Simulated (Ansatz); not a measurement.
# TiC (Fm-3m) in Ansatz: a series of runs

The runs below take TiC through band structure, with PBEsol.

Everything below comes from runs of Ansatz 0.2.0. Logs are shortened: lines on timing, memory, paths and dates and some standing lists are left out, and cuts for length are marked.

## Step 1: The undisturbed crystal

It takes space group Fm-3m (No. 225, cubic). Conventional cell: a = 4.331 Å, b = 4.331 Å, c = 4.331 Å, α = 90.00°, β = 90.00°, γ = 90.00°. Around Ti (site symmetry m-3m) lie 6 C at 2.17 Å. Around C (site symmetry m-3m) lie 6 Ti at 2.17 Å.

The cell is a database's computed one.

## Step 2: Band structure, PBEsol, 9.75 Å³/atom (strain_z = -0.04)

input.yaml

```yaml
crystal:
  lattice:
    - [0.0, 2.1657188437, 2.07909009]
    - [2.1657188437, 0.0, 2.07909009]
    - [2.1657188437, 2.1657188437, 0.0]
  atoms:
    - { symbol: Ti, position: [0.0, 0.0, 0.0] }
    - { symbol: C, position: [0.5, 0.5, 0.5] }
kpoints:
  mp_grid: { grid: [11, 11, 11] }
  band_path:
    path:
      - [0.0, 0.0, 0.0]
      - [0.0, 0.5, 0.5]
      - [0.2712673611, 0.5, 0.7712673611]
      - [0.3856336805, 0.3856336805, 0.7712673611]
      - [0.0, 0.0, 0.0]
      - [-0.5, -0.5, 0.0]
      - [-0.3856336805, -0.3856336805, 0.2287326389]
      - [0.0, 0.0, 0.5]
    npoints: 12
scf:
  occupations: { method: fermi_dirac, width: 0.05 }
hamiltonian:
  xc: pbesol
  pseudopotentials: { kind: all_electron, lapw: { basis_error: 0.001 } }
output:
  forces: true
  stress: true
  eigenvalues: true
```

Potentials or basis: all-electron LAPW, scalar-relativistic.

Command:

```
$ ansatz run input.yaml --threads 1 --pin off --max-ram 3072MiB --backend cpu --events-out ev --progress --plain --runs-dir out
```

Standard output:

```text
Warning: RAYON_NUM_THREADS=1 ignored (pool sized by the plan → 1); use --threads N
LAPW: plane waves up to 9.402 Å⁻¹, error target 1.0e-3 eV per atom; small_component_spin mean_spin; C in spheres of 0.902 Å, 6 of its electrons in bands, Dirac shells []; Ti in spheres of 1.177 Å, 18 of its electrons in bands, Dirac shells [] (how accurate: hamiltonian.pseudopotentials.lapw.basis_error, Limitations)
Engine: ansatz 0.2.0, aarch64-unknown-linux-gnu
Pseudopotentials: kind: all_electron
Pseudopotential: Ti, LAPW, valence charge 18, lapw/all_electron/scalar/gaussian/Ti, Koelling and Harmon's equation, gaussian nucleus
Pseudopotential: C, LAPW, valence charge 6, lapw/all_electron/scalar/gaussian/C, Koelling and Harmon's equation, gaussian nucleus
Functional definition: PBEsol
  exchange = pbesol_x
  correlation = pbesol_c
Crystal: 2 atoms, lattice volume = 19.503 Å³
Basis set: ecut = 336.7855985507092 eV, 275 PW (Γ), FFT grids on a1, a2, −a2+a3, exchange–correlation at level 2
Bands: 16, of which v1, the nominal top of the filled ones, is band 12 counted from 1 (11 counted from 0)
Symmetry: 16 space group operations
Space group: I4/mmm (ITA 139), of the structure as read, at distance tolerance 2.7e-5 Å
k-points: 126 of 1331
Non-local potential: Ti, projectors of the file, none
Non-local potential: C, projectors of the file, none
Initial density: superposition of atomic densities (chi_scale 0.1, normalization cell, long waves kept (reshape's long-wave potential 0.00 eV rms))
Initial wavefunctions: plane waves of lowest kinetic energy (no species holds an atomic orbital)
Functional: x = pbesol(κ = 0.804, μ = 0.12345679012345678), c = pbesol(β = 0.046)
iter 1 solved again at ethr=2.60e-2 eV; its pass at ethr=1.00e-1 eV (dr2=6.24e0 eV) is discarded
SCF iter   1: F=—  HF=-24244.209267 eV  |F-HF|=—  |Δ(HF+E_count)|=         —  Δρ=1.62e-1  dr2=6.24e0  ethr=2.60e-2  ⟨swp⟩=2.0  Hψ=12723  notcnv=0
preconditioner: auto → none  [insulator: Δε(μ)=0.147 eV  Ē_g=20.689 eV  σ=0.050 eV  W_gap=0.62  n_scr=8 (ndim 8)  ℏωp=31.5 eV  f_vac=0.000  D(μ)=0.09/eV (n_scr^D=0)  ε∞_Penn≈3.3]
SCF iter   2: F=—  HF=-24244.788389 eV  |F-HF|=—  |Δ(HF+E_count)|=   5.79e-1  Δρ=1.73e-1  dr2=6.95e0  ethr=2.60e-2  ⟨swp⟩=3.0  Hψ=6525  notcnv=0
iter 3 solved again at ethr=1.84e-4 eV; its pass at ethr=2.60e-2 eV (dr2=4.41e-2 eV) is discarded
SCF iter   3: F=—  HF=-24242.020208 eV  |F-HF|=—  |Δ(HF+E_count)|=    2.77e0  Δρ=1.95e-2  dr2=4.43e-2  ethr=1.84e-4  ⟨swp⟩=2.2  Hψ=10260  notcnv=0
SCF iter   4: F=—  HF=-24241.993079 eV  |F-HF|=—  |Δ(HF+E_count)|=         —  Δρ=9.30e-3  dr2=7.41e-3  ethr=1.84e-4  ⟨swp⟩=3.0  Hψ=6544  notcnv=0  defer=1
the basis was enlarged: its passes take 132.3 KiB over the memory plan, 1 of 1 planned eigensolver slots
SCF iter   5: F=—  HF=-24241.991291 eV  |F-HF|=—  |Δ(HF+E_count)|=   1.79e-3  Δρ=1.80e-3  dr2=6.66e-4  ethr=3.09e-5  ⟨swp⟩=2.0  Hψ=5846  notcnv=0
SCF iter   6: F=—  HF=-24241.990737 eV  |F-HF|=—  |Δ(HF+E_count)|=   5.55e-4  Δρ=8.06e-4  dr2=1.21e-4  ethr=2.77e-6  ⟨swp⟩=2.0  Hψ=5687  notcnv=0
SCF iter   7: F=—  HF=-24241.990576 eV  |F-HF|=—  |Δ(HF+E_count)|=   1.61e-4  Δρ=2.84e-4  dr2=1.43e-5  ethr=5.05e-7  ⟨swp⟩=2.1  Hψ=5696  notcnv=0
SCF iter   8: F=—  HF=-24241.990555 eV  |F-HF|=—  |Δ(HF+E_count)|=   2.04e-5  Δρ=4.72e-5  dr2=3.84e-7  ethr=5.96e-8  ⟨swp⟩=2.3  Hψ=5753  notcnv=0
SCF iter   9: F=-24241.990555 eV  HF=-24241.990555 eV  |F-HF|=8.89e-9  |Δ(HF+E_count)|=   6.01e-7  Δρ=3.78e-6  dr2=2.46e-9  ethr=1.60e-9  ⟨swp⟩=3.0  Hψ=5921  notcnv=0
SCF 1 converged in 9 iterations: F = -24241.990555 eV  dr2 = 2.46e-9
NSCF: frozen V_eff on 85 k-points
SCF converged after 9 iterations
Free energy (F): -24241.990555 eV
Harris-Foulkes:  -24241.990555 eV  (|F-HF|=8.89e-9)
Internal energy: -24241.988135 eV  (E = F + TS)
E sigma→0 (E₀):  -24241.989345 eV
Entropy (-TS):   -0.002420 eV (-1.210 meV/atom)
Fermi energy:    15.758203 eV
--- Per-component energies (eV) ---
  E_band       = -3118.042558
  E_kinetic    = 24460.273430
  E_xc         = -1265.794168
  E_electrostatic = -47436.467397  (all electrons and nuclei)
  E_smearing   = -0.002420  (= −TS)
  E_closure    = 0.000000  (closes the sum)
  E_atoms      = -24223.322356  (free atoms, spherical and without spin; not in F)
  Σ components = -24241.990555   (vs F -24241.990555, Δ=0.00e0)
  Basis errors (estimates in eV, not in F): energy 3.1e-4 per atom: plane waves 2.8e-4 (1.6e-4 summed), levels above the bands 5.9e-22, relativity 1.1e-8, radial functions 2.2e-5, core shells 7.0e-7; eigenvalues (radial functions only) 2.1e-6; not estimated: angular momenta, meshes, grids; target (lapw.basis_error) 1.0e-3; muffin-tin radii C 0.902 Å, Ti 1.177 Å
--- Forces (eV/Å), atoms counted from 1 ---
  atom   1  Ti    -0.00000000     0.00000000     0.00000000
  atom   2  C      0.00000000    -0.00000000    -0.00000000
  max |Σ_I F_I| component: 3.94e-31 eV/Å
--- Stress (GPa, compression-positive) ---
       -1.919337       0.000000       0.000000
        0.000000      -1.919337      -0.000000
        0.000000      -0.000000      18.139692
  P = ⅓ Tr σ = 4.7670 GPa (47.670 kbar)
--- Band table (eV; the first three rows and the last of 126) ---
  k-point 0: bands = ["-421.8008", "-421.8008", "-421.7627", "-247.4989", "-40.4097", "-16.5409", "-16.5409", "-16.5054", "3.1910", "16.3350", "16.3350", "16.6581", "17.4211", "17.4443", "17.4443", "17.6300"]
  k-point 1: bands = ["-421.8008", "-421.8008", "-421.7627", "-247.4989", "-40.4025", "-16.5818", "-16.5469", "-16.5168", "3.3895", "15.5827", "15.7911", "16.0063", "16.7476", "16.8740", "17.9300", "18.9584"]
  k-point 2: bands = ["-421.8008", "-421.8008", "-421.7627", "-247.4989", "-40.3832", "-16.7090", "-16.5628", "-16.5280", "3.9577", "14.1123", "14.6367", "14.7981", "17.1331", "17.2098", "18.3968", "20.5600"]
  k-point 125: bands = ["-421.8008", "-421.8008", "-421.7627", "-247.4989", "-40.2795", "-17.0201", "-16.7839", "-16.7587", "5.6404", "12.6138", "13.5466", "15.1735", "15.8396", "19.2063", "19.4511", "19.5564"]
```

Wall time 19 s (1 thread of Arm Neoverse V1, shared host); peak memory 0.37 GiB.

What came out:

```
Free energy             : -24241.9906 eV
Pressure                : 4.8 GPa
Band gap along the path : none (metal or under the smearing width)
```

## Step 3: Band structure, PBEsol, 9.95 Å³/atom (strain_z = -0.02)

input.yaml

```yaml
crystal:
  lattice:
    - [0.0, 2.1657188437, 2.1224044668]
    - [2.1657188437, 0.0, 2.1224044668]
    - [2.1657188437, 2.1657188437, 0.0]
  atoms:
    - { symbol: Ti, position: [0.0, 0.0, 0.0] }
    - { symbol: C, position: [0.5, 0.5, 0.5] }
kpoints:
  mp_grid: { grid: [11, 11, 11] }
  band_path:
    path:
      - [0.0, 0.0, 0.0]
      - [0.0, 0.5, 0.5]
      - [0.2603082049, 0.5, 0.7603082049]
      - [0.3801541025, 0.3801541025, 0.7603082049]
      - [0.0, 0.0, 0.0]
      - [-0.5, -0.5, 0.0]
      - [-0.3801541025, -0.3801541025, 0.2396917951]
      - [0.0, 0.0, 0.5]
    npoints: 12
scf:
  occupations: { method: fermi_dirac, width: 0.05 }
hamiltonian:
  xc: pbesol
  pseudopotentials: { kind: all_electron, lapw: { basis_error: 0.001 } }
output:
  forces: true
  stress: true
  eigenvalues: true
```

Potentials or basis: all-electron LAPW, scalar-relativistic.

Command:

```
$ ansatz run input.yaml --threads 1 --pin off --max-ram 3072MiB --backend cpu --events-out ev --progress --plain --runs-dir out
```

Wall time 18 s (1 thread of Arm Neoverse V1, shared host); peak memory 0.37 GiB.

It converged, with:

```yaml
Free_energy: -24242.0185 eV
Pressure: -1.5 GPa
Band_gap_along_the_path: none (metal or under the smearing width)
```
